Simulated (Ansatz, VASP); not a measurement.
# Cross-check of Ga31P32 (V_Ga) between VASP and Ansatz

One calculation is typed for both programs; each brings its own data sets. How far apart do they land? The cell is taken from a series of runs on this material, whose earlier steps may have relaxed, scaled, displaced or heated it; both programs get it as it stands.

Program: Ansatz 0.2.0. Level of theory: plane waves, with VASP 6.6.1 beside it; single point at PBE. Results are calculated unless marked as measured.

## (1) The structure

The cell holds 63 atoms: 31 Ga and 32 P. Its edges and angles: a = 11.012 Å, b = 11.012 Å, c = 11.012 Å, α = 90.0°, β = 90.0°, γ = 90.0°. It derives from GaP (GaP (F-43m)). Nearest the centre at fractional (0.500, 0.500, 0.500): P53 at 2.22 Å, P46 at 2.22 Å, P56 at 2.22 Å, P35 at 2.36 Å, Ga29 at 3.80 Å, Ga31 at 3.80 Å, Ga30 at 3.81 Å, Ga16 at 3.83 Å. The cell carries charge −1.

## (2) Ansatz: single point, PBE, pair 1

Ansatz runs on its default PAW (the set named soft_2) files.

With cell and atoms fixed, the geometry can't cause a difference; cores, projectors, grids and the points listed under the comparison can.

input.yaml reads:

```yaml
crystal:
  lattice:
    - [11.01196805, 0.0, 0.0]
    - [0.0, 0.0, -11.01196805]
    - [0.0, 11.01196805, 0.0]
  atoms:
    - { symbol: Ga, position: [0.00027630445, -9.108532e-05, 7.12381e-05] }
    - { symbol: Ga, position: [-0.00018337386, 0.25142256454, 0.25156584623] }
    - { symbol: Ga, position: [0.25181440564, -0.00050006409, 0.25157950691] }
    - { symbol: Ga, position: [0.25176050731, 0.25140890555, -0.00037758231] }
    - { symbol: P, position: [0.1253839343, 0.12504729927, 0.37544291042] }
    - { symbol: P, position: [0.12525155655, 0.37531052288, 0.12503847795] }
    - { symbol: P, position: [0.37566892306, 0.12505564782, 0.12518213019] }
    - { symbol: P, position: [0.37658452486, 0.37656814266, 0.37642530119] }
    - { symbol: Ga, position: [-0.00013489904, -0.00039338466, 0.50049110094] }
    - { symbol: Ga, position: [0.00024968823, 0.25027253691, 0.74966102969] }
    - { symbol: Ga, position: [0.25082026397, -5.525778e-05, 0.74952245435] }
    - { symbol: Ga, position: [0.2530788423, 0.25281221943, 0.49938048131] }
    - { symbol: P, position: [0.12555690608, 0.12509909223, 0.87519910598] }
    - { symbol: P, position: [0.12586548516, 0.3757357657, 0.62579048149] }
    - { symbol: P, position: [0.37619368781, 0.12569873171, 0.62573539357] }
    - { symbol: P, position: [0.37559696976, 0.37519901534, 0.87308213268] }
    - { symbol: Ga, position: [-0.00012026651, 0.50035332137, -0.00036510832] }
    - { symbol: Ga, position: [0.00017403005, 0.74956814502, 0.25051394124] }
    - { symbol: Ga, position: [0.25289195919, 0.49921915901, 0.25267396856] }
    - { symbol: Ga, position: [0.25070420383, 0.74954602451, -2.234933e-05] }
    - { symbol: P, position: [0.12584792697, 0.62565432857, 0.37580807867] }
    - { symbol: P, position: [0.12551523407, 0.87510894648, 0.12531487253] }
    - { symbol: P, position: [0.37601229063, 0.62566612014, 0.12565382023] }
    - { symbol: P, position: [0.37558107089, 0.87290309417, 0.3753420021] }
    - { symbol: Ga, position: [-0.00032949655, 0.49958469195, 0.49969291571] }
    - { symbol: Ga, position: [-0.00076060359, 0.7488185969, 0.74888112169] }
    - { symbol: Ga, position: [0.25443659617, 0.50648399371, 0.74607438017] }
    - { symbol: Ga, position: [0.2544092752, 0.74584122143, 0.5066071967] }
    - { symbol: P, position: [0.12446500526, 0.62475254567, 0.8750981217] }
    - { symbol: P, position: [0.12449297565, 0.8750401372, 0.62479535566] }
    - { symbol: P, position: [0.38164067333, 0.61535870083, 0.61551842659] }
    - { symbol: P, position: [0.37539032113, 0.87438043917, 0.87443084293] }
    - { symbol: Ga, position: [0.50072057666, -0.00038785425, -0.00036088642] }
    - { symbol: Ga, position: [0.49956111256, 0.25284071102, 0.25292706761] }
    - { symbol: Ga, position: [0.74976248664, -4.572198e-05, 0.2506170981] }
    - { symbol: Ga, position: [0.74985175118, 0.25031295587, 7.688898e-05] }
    - { symbol: P, position: [0.62591965611, 0.12569057462, 0.37598063762] }
    - { symbol: P, position: [0.62597728029, 0.37574227006, 0.12569021844] }
    - { symbol: P, position: [0.87539868987, 0.12512130776, 0.12535503055] }
    - { symbol: P, position: [0.87326096399, 0.37521948916, 0.37538047126] }
    - { symbol: Ga, position: [0.49988355294, -0.00065110427, 0.49970294685] }
    - { symbol: Ga, position: [0.50713188683, 0.25430027508, 0.74594377929] }
    - { symbol: Ga, position: [0.74915197677, -0.00116211277, 0.74890097475] }
    - { symbol: Ga, position: [0.74609606674, 0.25432414963, 0.50687356126] }
    - { symbol: P, position: [0.62508161986, 0.12414883647, 0.87507646889] }
    - { symbol: P, position: [0.61550608796, 0.38187498211, 0.6153393214] }
    - { symbol: P, position: [0.87527484859, 0.1241660517, 0.62484120929] }
    - { symbol: P, position: [0.87476914621, 0.37494273154, 0.87456421391] }
    - { symbol: Ga, position: [0.49988472643, 0.49959369628, -0.00051411674] }
    - { symbol: Ga, position: [0.50689324027, 0.74586630881, 0.25419048962] }
    - { symbol: Ga, position: [0.74630796343, 0.50655609151, 0.25419028411] }
    - { symbol: Ga, position: [0.74908107306, 0.74880961471, -0.00097879915] }
    - { symbol: P, position: [0.61571310823, 0.61533674142, 0.38142274297] }
    - { symbol: P, position: [0.62501778574, 0.8750708046, 0.12427923935] }
    - { symbol: P, position: [0.87534108979, 0.62477663879, 0.12423097413] }
    - { symbol: P, position: [0.87461996513, 0.87437280932, 0.37521955999] }
    - { symbol: Ga, position: [0.49419415409, 0.74400594066, 0.74425476698] }
    - { symbol: Ga, position: [0.74453359372, 0.49352278159, 0.74432455339] }
    - { symbol: Ga, position: [0.74440861625, 0.7439841266, 0.49400318524] }
    - { symbol: P, position: [0.62436336724, 0.62391626043, 0.87266184229] }
    - { symbol: P, position: [0.62428228673, 0.87247182228, 0.6240975272] }
    - { symbol: P, position: [0.8728591958, 0.62391589007, 0.62416930544] }
    - { symbol: P, position: [0.87477589436, 0.87443853026, 0.87457144205] }
  host:
    repeats: [2, 2, 2]
    atoms:
      - { symbol: Ga, position: [0.0, 0.0, 0.0] }
      - { symbol: Ga, position: [0.0, 0.5, 0.5] }
      # ... 6 more atoms of the perfect host
total_charge: -1
basis:
  ecutwfc: 420
  xc_grid: 2
hamiltonian:
  xc: pbe
kpoints:
  mp_grid: { grid: [1, 1, 1] }
magnetization:
  spin_polarized: true
  initial_magnetization: 2
  spin_locking: { lock_magnetization: hard }
scf:
  occupations: { method: fermi_dirac, width: 0.01 }
  max_iter: 60
output:
  forces: true
  charged_corrections:
    epsilon: 10.63
    static_epsilon: 12.86
    defect_position: [0.5, 0.5, 0.5]
  eigenvalues: true
checkpoint:
  read: "../qm1_M2.relax_smeared.run"
  write: "../ccm1.qm1_M2.l0.run"
  compress: false
  write_wavefunctions: false
  write_every: 100000
```

Command:

```console
> ansatz run input.yaml --threads 8 --pin off --max-ram 14131MiB --backend cpu --events-out ev --progress --plain --runs-dir out
```

Numbers of over 12 decimals in the logs are rounded to 6 here.

What it wrote:

```text
Warning: checkpoint.read: the run can stay near the saved state's solution: 63 site(s) moved relative to the saved geometry (max |Δs| = 9.921e-3 fractional); the SCF starts from the saved state under `checkpoint.density_extrapolation: transplant`, in force with no word given; its orbitals are not used off its sites. A run without `checkpoint.read` takes nothing of the state. A lower free energy from it at the same positions (and U, V and field ramp, if any), with starting moments typed, shows a solution that this start missed, and an equal or higher one rules none out (checkpoint.read, Limitations, in the input reference)
Engine: ansatz 0.2.0, aarch64-unknown-linux-gnu
Pseudopotentials: kind: paw
Pseudopotential: Ga, paw, valence charge 13, recommended cutoff 420 eV (normal), Ga.paw.azcp
Pseudopotential: P, paw, valence charge 5, recommended cutoff 420 eV (normal), P.paw.azcp
Functional definition: PBE
  parameter kappa = 0.804
  parameter beta = 0.066725
  exchange = pbe_x(kappa = kappa, mu = beta*pi^2/3)
  correlation = pbe_c(beta = beta)
Crystal: 63 atoms, lattice volume = 1335.349 Å³
Basis set: ecut = 420 eV, 26001 PW (Γ), exchange–correlation on 150×150×150 points (8 copies of the dense FFT grid, shifted against one another)
Bands: 346, of which v1, the nominal top of the filled ones, is band 282 counted from 1 (281 counted from 0)
Symmetry: 1 space group operations
Space group: P1 (ITA 1), of the structure as read, at distance tolerance 1.1e-4 Å
Magnetic group: BNS 1.1 (UNI 1), of the structure as read, at distance tolerance 1.1e-4 Å
k-points: 1
Non-local potential: Ga, projectors of the file, l = 0: 2, l = 1: 2, l = 2: 3, l = 3: 1
Non-local potential: P, projectors of the file, l = 0: 2, l = 1: 2, l = 2: 2
PAW form: soft (Blöchl's): semilocal exchange-correlation on the pseudo side does not see the compensation charge
PAW one-centre angular grid: Ga, 590 points (default); XC on 64 Gauss nodes
PAW one-centre angular grid: P, 110 points (default); XC on 64 Gauss nodes
Initial density: read from a saved state, or passed on in memory by an earlier SCF of this step, an earlier step, the calling program or the single point that the run made first, carried with its atoms to this geometry
Starting moments: Σ|m| = 2 μB on 63 of 63 sites; this step starts from the density that it was given
Initial wavefunctions: pseudopotential atomic-orbital guess
Functional: x = pbe(κ = 0.804, μ = 0.219515), c = pbe(β = 0.066725)
iter 1 solved again at ethr=1.11e-4 eV; its pass at ethr=3.10e-3 eV (dr2=6.27e-1 eV) is discarded
SCF iter   1: F=—  HF=-141467.471808 eV  |F-HF|=—  |Δ(HF+E_count)|=         —  Δρ=4.41e-3 (↑1.99e-3 ↓4.41e-3)  dr2=6.14e-1  dr2_m=6.09e-2  M=2.000 μB ∫|m|=2.145 μB  β_m=0.30  ethr=1.11e-4  ⟨swp⟩=4.0  Hψ=4051  notcnv=0
preconditioner: auto → Resta (q_TF=auto, 2.363 Å⁻¹)  ε∞=4.1  [insulator: Δε(μ)=0.024 eV  Ē_g=13.748 eV  σ=0.010 eV  W_gap=0.53  n_scr=304 (ndim 8)  ℏωp=24.1 eV  f_vac=0.013  D(μ)=35.93/eV (n_scr^D=250)  ε∞_Penn≈4.1]
spin=Collinear: Resta preconditioning applied to the charge; magnetization (m = ρ↑ − ρ↓) channel mixes plain (no charge-response kernel on spin).
SCF iter   2: F=—  HF=-141467.439986 eV  |F-HF|=—  |Δ(HF+E_count)|=   3.18e-2  Δρ=2.58e-3 (↑1.46e-3 ↓2.58e-3)  dr2=1.40e-1  dr2_m=2.33e-2  M=2.000 μB ∫|m|=2.123 μB  β_m=0.42  ethr=1.09e-4  ⟨swp⟩=6.0  Hψ=1002  notcnv=0
preconditioner: auto → Kerker (q_TF=auto, 2.363 Å⁻¹)  [metal: Δε(μ)=0.008 eV  Ē_g=13.747 eV  σ=0.010 eV  W_gap=0.19  n_scr=304 (ndim 8)  ℏωp=24.1 eV  f_vac=0.013  D(μ)=48.12/eV (n_scr^D=388)]
spin=Collinear: Kerker preconditioning applied to the charge; magnetization (m = ρ↑ − ρ↓) channel mixes plain (no charge-response kernel on spin).
SCF iter   3: F=—  HF=-141467.451662 eV  |F-HF|=—  |Δ(HF+E_count)|=   1.17e-2  Δρ=1.27e-3 (↑7.98e-4 ↓1.27e-3)  dr2=3.94e-2  dr2_m=6.36e-3  M=2.000 μB ∫|m|=2.119 μB  β_m=0.65  ethr=2.49e-5  ⟨swp⟩=7.5  Hψ=1208  notcnv=0  defer=1
SCF iter   4: F=—  HF=-141467.460441 eV  |F-HF|=—  |Δ(HF+E_count)|=   8.78e-3  Δρ=4.04e-4 (↑1.76e-4 ↓4.04e-4)  dr2=5.23e-3  dr2_m=6.34e-4  M=2.000 μB ∫|m|=2.120 μB  β_m=0.82  ethr=6.99e-6  ⟨swp⟩=5.0  Hψ=1205  notcnv=0  defer=53
SCF iter   5: F=—  HF=-141467.461289 eV  |F-HF|=—  |Δ(HF+E_count)|=   8.47e-4  Δρ=1.56e-4 (↑9.23e-5 ↓1.56e-4)  dr2=1.19e-3  dr2_m=6.06e-5  M=2.000 μB ∫|m|=2.121 μB  β_m=0.75  ethr=9.27e-7  ⟨swp⟩=2.5  Hψ=1212  notcnv=0  defer=52
SCF iter   6: F=—  HF=-141467.461093 eV  |F-HF|=—  |Δ(HF+E_count)|=   1.96e-4  Δρ=6.73e-5 (↑4.80e-5 ↓6.73e-5)  dr2=4.65e-4  dr2_m=1.09e-5  M=2.000 μB ∫|m|=2.121 μB  β_m=0.73  ethr=2.11e-7  ⟨swp⟩=2.5  Hψ=1207  notcnv=0  defer=52
SCF iter   7: F=—  HF=-141467.461080 eV  |F-HF|=—  |Δ(HF+E_count)|=   1.28e-5  Δρ=2.88e-5 (↑2.61e-5 ↓2.88e-5)  dr2=1.36e-4  dr2_m=1.60e-6  M=2.000 μB ∫|m|=2.121 μB  β_m=0.86  ethr=8.24e-8  ⟨swp⟩=2.5  Hψ=1123  notcnv=0  defer=52
[...]
atom  33  Ga    -0.07026105     0.00336715    -0.00166116
  atom  34  Ga     0.05779121    -0.03470064     0.03590339
  atom  35  Ga     0.00750086    -0.00840533    -0.02307390
  atom  36  Ga     0.00738739     0.02269411     0.00865446
  atom  37  P     -0.00606484     0.03123670    -0.02220061
  atom  38  P     -0.00718321     0.02408968    -0.03500618
  atom  39  P      0.00928662     0.00132948    -0.00341074
  atom  40  P     -0.03239810     0.03088357    -0.03290982
  atom  41  Ga     0.00170344     0.00037415    -0.00641196
  atom  42  Ga    -0.22274720     0.05093962     0.06991351
  atom  43  Ga    -0.00546372    -0.00325949     0.03740119
  atom  44  Ga     0.05187896    -0.22136386     0.07017594
  atom  45  P      0.08617475    -0.03796491    -0.05166137
  atom  46  P      0.05454245     0.05453221    -0.03474469
  atom  47  P     -0.03807660     0.08465529    -0.05178608
  atom  48  P     -0.03446862    -0.03338574     0.04240310
  atom  49  Ga     0.00134387     0.00659872    -0.00034749
  atom  50  Ga    -0.22171602    -0.06686476    -0.05177270
  atom  51  Ga     0.04903216    -0.06667543     0.22795395
  atom  52  Ga    -0.00367618    -0.03869056     0.00249575
  atom  53  P      0.05276275     0.04345751    -0.06031469
  atom  54  P      0.08692667     0.04977959     0.03973208
  atom  55  P     -0.03869325     0.05035070    -0.08587815
  atom  56  P     -0.03379190    -0.04160609     0.03473379
  atom  57  Ga     0.14530267     0.04671487    -0.04928194
  atom  58  Ga     0.04448797     0.04516918    -0.15412624
  atom  59  Ga     0.04826446     0.14380069    -0.04957726
  atom  60  P     -0.01053707    -0.01014703     0.01288959
  atom  61  P     -0.01061229    -0.01073168     0.00908879
  atom  62  P     -0.01043115    -0.01081616     0.01189745
  atom  63  P      0.01680396     0.01618861    -0.01535843
  max |Σ_I F_I| component: 2.06e-5 eV/Å
--- Charged-cell corrections in eV (Makov–Payne, q = -1.000 e, ε = 10.630 of the electrons, 12.860 with the ions) ---
  F (periodic)     = -141467.460303  (uncorrected; the corrections below are reported, never added to it)
  E_corr1          = +0.174513  (monopole, q²α_M/2εL)
  F Makov-Payne    = n/a  (the rows are of the electrons' constant alone; ansatz place-levels tells what screens the charge)
  no potential alignment in this run, which stands beside a crystal: run the host's input off ansatz write-host-input, and read the two finished runs by ansatz place-levels (neither reads a slab, a wire or a sheet, whose cell leaves a vacuum)
--- Band table (eV) ---
  k-point 0 ↑: bands = [... 278 lower, 6.1381, 6.1422, 6.6619, 6.6872, 6.6912, 8.0956, 8.1108, 8.1116, ... 60 higher]
  k-point 0 ↓: bands = [... 278 lower, 6.2510, 6.3041, 6.8179, 6.8195, 6.9141, 8.1177, 8.1263, 8.1267, ... 60 higher]
```

The column dr2 measures how far the density is from self-consistency, as an energy; F and HF (Harris–Foulkes) agree once it is small.

## (3) VASP: single point, PBE, pair 1

The same cell, functional, mesh and smearing now go to VASP, with its own data sets.

Lines of VASP's logs that name or quote its potential files are left out, and so is its time.

INCAR reads:

```
SYSTEM = Ga31P32
PREC = Accurate
ENCUT = 400
EDIFF = 1E-06
NELM = 200
ISMEAR = -1
SIGMA = 0.01
LREAL = Auto
ALGO = Normal
GGA = PE
NELECT = 564
NBANDS = 328
ISPIN = 2
MAGMOM = 0 0 0 0 0 0 0 0 0 0 0 0 0 0 0 0 0 0 0 0 0 0 0 0 0 0 0 0 0 0 0 0.04 0.04 0.04 0.21 0.02 0.01 0.01 0.01 0.01 0.02 0.01 0.01 0.03 0.03 0.11 0.03 0.01 0.01 0.02 0.01 0.02 0.1 0.03 0.03 0.11 0.03 0.03 0.03 0.01 0.01 0.01 0.02
LORBIT = 11
LWAVE = .FALSE.
LCHARG = .FALSE.
ISIF = 2
NUPDOWN = 2
LASPH = .TRUE.
GGA_COMPAT = .FALSE.
NCORE = 2
```

POSCAR reads:

```
Ga31P32
1.0
   11.0119680541      0.0000000000      0.0000000000
    0.0000000000      0.0000000000    -11.0119680541
    0.0000000000     11.0119680541      0.0000000000
Ga P
31 32
Direct
    0.0002763044      0.9999089147      0.0000712381
    0.9998166261      0.2514225645      0.2515658462
    0.2518144056      0.9994999359      0.2515795069
    0.2517605073      0.2514089056      0.9996224177
    0.9998651010      0.9996066153      0.5004911009
    0.0002496882      0.2502725369      0.7496610297
    0.2508202640      0.9999447422      0.7495224544
    0.2530788423      0.2528122194      0.4993804813
    0.9998797335      0.5003533214      0.9996348917
    0.0001740301      0.7495681450      0.2505139412
    0.2528919592      0.4992191590      0.2526739686
    0.2507042038      0.7495460245      0.9999776507
    0.9996705034      0.4995846919      0.4996929157
    0.9992393964      0.7488185969      0.7488811217
    0.2544365962      0.5064839937      0.7460743802
    0.2544092752      0.7458412214      0.5066071967
    0.5007205767      0.9996121457      0.9996391136
    0.4995611126      0.2528407110      0.2529270676
    0.7497624866      0.9999542780      0.2506170981
    0.7498517512      0.2503129559      0.0000768890
    0.4998835529      0.9993488957      0.4997029469
    0.5071318868      0.2543002751      0.7459437793
    0.7491519768      0.9988378872      0.7489009747
    0.7460960667      0.2543241496      0.5068735613
    0.4998847264      0.4995936963      0.9994858833
    0.5068932403      0.7458663088      0.2541904896
    0.7463079634      0.5065560915      0.2541902841
    0.7490810731      0.7488096147      0.9990212008
    0.4941941541      0.7440059407      0.7442547670
    0.7445335937      0.4935227816      0.7443245534
    0.7444086163      0.7439841266      0.4940031852
    0.1253839343      0.1250472993      0.3754429104
    0.1252515565      0.3753105229      0.1250384779
    0.3756689231      0.1250556478      0.1251821302
    0.3765845249      0.3765681427      0.3764253012
    0.1255569061      0.1250990922      0.8751991060
    0.1258654852      0.3757357657      0.6257904815
    0.3761936878      0.1256987317      0.6257353936
    0.3755969698      0.3751990153      0.8730821327
    0.1258479270      0.6256543286      0.3758080787
    0.1255152341      0.8751089465      0.1253148725
    0.3760122906      0.6256661201      0.1256538202
    0.3755810709      0.8729030942      0.3753420021
    0.1244650053      0.6247525457      0.8750981217
    0.1244929756      0.8750401372      0.6247953557
    0.3816406733      0.6153587008      0.6155184266
    0.3753903211      0.8743804392      0.8744308429
    0.6259196561      0.1256905746      0.3759806376
    0.6259772803      0.3757422701      0.1256902184
    0.8753986899      0.1251213078      0.1253550306
    0.8732609640      0.3752194892      0.3753804713
    0.6250816199      0.1241488365      0.8750764689
    0.6155060880      0.3818749821      0.6153393214
    0.8752748486      0.1241660517      0.6248412093
    0.8747691462      0.3749427315      0.8745642139
    0.6157131082      0.6153367414      0.3814227430
    0.6250177857      0.8750708046      0.1242792394
    0.8753410898      0.6247766388      0.1242309741
    0.8746199651      0.8743728093      0.3752195600
    0.6243633672      0.6239162604      0.8726618423
    0.6242822867      0.8724718223      0.6240975272
    0.8728591958      0.6239158901      0.6241693054
    0.8747758944      0.8744385303      0.8745714421
```

KPOINTS reads:

```
Automatic mesh
0
Gamma
1 1 1
0 0 0
```

The projector-augmented-wave data sets are Ga_d and P (PBE family, release 64).

Command:

```console
> mpirun -np 8 vasp_gam
```

What it wrote:

```text
[banner, memory and clock lines left out]
running    8 mpi-ranks, on    1 nodes
[...]
LDA part: xc-table for (Slater+PW92), standard interpolation
 POSCAR, INCAR and KPOINTS ok, starting setup
[...]
entering main loop
       N       E                     dE             d eps       ncg     rms          rms(c)
DAV:   1     0.920243697165E+04    0.92024E+04   -0.19645E+05  1384   0.252E+03
DAV:   2     0.218868115384E+04   -0.70138E+04   -0.67920E+04  1312   0.717E+02
DAV:   3     0.155497061628E+02   -0.21731E+04   -0.20549E+04  1688   0.248E+02
DAV:   4    -0.265928803724E+03   -0.28148E+03   -0.27203E+03  1608   0.879E+01
DAV:   5    -0.284390847321E+03   -0.18462E+02   -0.18309E+02  1952   0.243E+01BRMIX: very serious problems
 the old and the new charge density differ
 old charge density:   563.00000 new  564.00003
    0.240E+01
DAV:   6    -0.276679860744E+03    0.77110E+01   -0.21406E+01  1856   0.168E+01    0.144E+01
DAV:   7    -0.276047347469E+03    0.63251E+00   -0.11181E+01  1536   0.708E+00    0.524E+00
DAV:   8    -0.276021483580E+03    0.25864E-01   -0.14860E+00  1440   0.939E+00    0.266E+00
DAV:   9    -0.276076944892E+03   -0.55461E-01   -0.62631E-01  1624   0.228E+00    0.897E-01
[...]
DAV:  19    -0.276080721218E+03   -0.42994E-05   -0.26419E-05  1360   0.329E-02    0.883E-03
DAV:  20    -0.276080722246E+03   -0.10272E-05   -0.98015E-06  1384   0.125E-02    0.349E-03
DAV:  21    -0.276080722156E+03    0.89480E-07   -0.30912E-06  1040   0.549E-03
   1 F= -.27608072E+03 E0= -.27607380E+03  d E =-.138524E-01  mag=     2.0000
```

From OUTCAR (step 3):

```text
  FREE ENERGIE OF THE ION-ELECTRON SYSTEM (eV)
  ---------------------------------------------------
  free  energy   TOTEN  =      -276.0807221562 eV

  energy  without entropy=     -276.0668697703  energy(sigma->0) =     -276.07379596

 magnetization (x)
# of ion       s       p       d       tot
------------------------------------------
    1       -0.001   0.001   0.002   0.002
    2       -0.001  -0.000   0.002   0.001
    3       -0.001  -0.000   0.002   0.001
    4       -0.001  -0.000   0.002   0.001
    5       -0.002   0.005   0.004   0.007
    6       -0.001   0.000   0.002   0.001
    7       -0.001   0.000   0.002   0.001
    8       -0.002   0.002   0.006   0.006
    9       -0.002   0.005   0.004   0.007
   10       -0.001   0.000   0.002   0.001
   11       -0.002   0.002   0.006   0.006
   12       -0.001   0.000   0.002   0.001
   13       -0.000  -0.000   0.001   0.000
[...]
--------------------------------------------------
tot          0.030   0.993   0.093   1.116

[... 1 further part left out ...]
```

The run ends at a pressure of 0.72 GPa, with forces up to 0.23 eV/Å.

(Continued in part 2 of 2.)

[Lines on the potential files, build, host, timing and source positions are cut from VASP's logs without a mark.]

[Logs are printed without paths, hosts, clocks, repeated set-up lines and the standing remarks that a program may print on its own settings, such as how far it seeks lower states.]

[Hosts, paths, dates, database ids (printed as entryN), source tags and the programs' standing remarks are cut or masked in the printed files.]
